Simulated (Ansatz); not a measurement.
# ZnS: the cost of one run

Computed with Ansatz 0.2.0 (DFT PBEsol, scalar-relativistic, plane waves, PAW, unless a step's input says otherwise).

1 further run of the same task is left out (it didn't finish).

## (1) The structure to begin with

It takes space group F-43m (No. 216, cubic). Conventional cell: a = 5.357 Å, b = 5.357 Å, c = 5.357 Å, α = 90.00°, β = 90.00°, γ = 90.00°. Zn (site symmetry -43m) has 4 S at 2.32 Å as nearest neighbours. S (site symmetry -43m) has 4 Zn at 2.32 Å as nearest neighbours.

Structure file:

```xyz
2
Lattice="0.0000 2.6783 2.6783 2.6783 0.0000 2.6783 2.6783 2.6783 0.0000" Properties=species:S:1:pos:R:3 pbc="T T T"
Zn    0.0000    0.0000    0.0000
S     4.0174    4.0174    4.0174
```

This cell was relaxed beforehand with the same method: volume 19.21 Å³/atom, gap on the mesh 2.09 eV.

The bulk reference comes from a run made before at the same settings: -2083.7202 eV/atom.

## (2) Cutting the (110) slab

Planes are indexed in the bulk's conventional cell (F-43m (No. 216)), a = 5.357 Å, b = 5.357 Å, c = 5.357 Å, α = 90.00°, β = 90.00°, γ = 90.00°.

The slab is a (110) slab, 9.5 Å thick as cut, with 15 Å of vacuum; its outer planes are ZnS (top) and ZnS (bottom).

The slab as cut. Layers, bottom to top:

```
plane  atoms per cell  height over the lowest (Å)
    1             ZnS                        0.00
    2             ZnS                        1.89
    3             ZnS                        3.79
    4             ZnS                        5.68
    5             ZnS                        7.58
    6             ZnS                        9.47
```

## (3) Single point on the unrelaxed (110) slab

A dipole layer in the vacuum cancels the field that periodic copies would set up if the slab's two faces differ.

input.yaml reads:

```yaml
crystal:
  lattice:
    - [3.7876303078, 0.0, 0.0]
    - [0.0, 5.3565181506, 0.0]
    - [0.0, 0.0, 24.4690757696]
  atoms:
    - { symbol: Zn, position: [0.5, 0.5, 0.3065093292] }
    - { symbol: S, position: [0.0, 0.25, 0.3065093292] }
    - { symbol: Zn, position: [0.0, 0.0, 0.3839055975] }
    - { symbol: S, position: [0.5, 0.75, 0.3839055975] }
    - { symbol: Zn, position: [0.5, 0.5, 0.4613018658] }
    - { symbol: S, position: [0.0, 0.25, 0.4613018658] }
    - { symbol: Zn, position: [0.0, 0.0, 0.5386981342] }
    - { symbol: S, position: [0.5, 0.75, 0.5386981342] }
    - { symbol: Zn, position: [0.5, 0.5, 0.6160944025] }
    - { symbol: S, position: [0.0, 0.25, 0.6160944025] }
    - { symbol: Zn, position: [0.0, 0.0, 0.6934906708] }
    - { symbol: S, position: [0.5, 0.75, 0.6934906708] }
basis:
  ecutwfc: 420
kpoints:
  mp_grid: { grid: [7, 5, 1] }
hamiltonian:
  xc: pbesol
scf:
  occupations: { method: gaussian, width: 0.05 }
output:
  forces: true
  stress: true
  eigenvalues: true
efield:
  axis: 3
  dipole_correction: true
  ramp_width: 0.04
```

The run is started by

```
$ ansatz run input.yaml --threads 1 --pin off --max-ram 2560MiB --backend cpu --events-out ev --progress --plain --runs-dir out
```

Q: Estimate wall time and peak memory on 1 thread of Arm Neoverse V1, shared host.

About 72 s, with a peak of 0.7 GiB.
